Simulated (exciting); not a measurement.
CsI:

```
Cs I
1.0
     4.56670    0.00000    0.00000
     0.00000    4.56670    0.00000
     0.00000    0.00000    4.56670
Cs I
1 1
Direct
  0.00000 0.00000 0.00000
  0.50000 0.50000 0.50000
```

Base run:

| Property | Result |
| --- | --- |
| Program | exciting (release sodium) |
| Functional | LDA |
| Potentials or basis | all-electron LAPW+lo, shipped species files, valence relativity iora* |
| rgkmax | 9 |
| k mesh | 6 × 6 × 6 |
| Occupations | fermi-dirac, width 0.05 eV |
| Spin | no spin polarisation |

Its results: band gap on the k mesh 3.53 eV, indirect (least direct gap 3.62 eV).

Problem. The run is repeated on the same cell with these changes: functional from LDA to PBE. What comes out?

Solution. Band gap on the k mesh 3.90 eV, indirect (least direct gap 3.99 eV).

Caveats: spin-orbit coupling is left out, which moves the levels of the heavy elements; the tetrahedron DOS on this energy grid can lose part of the weight of narrow d or f bands (some runs).
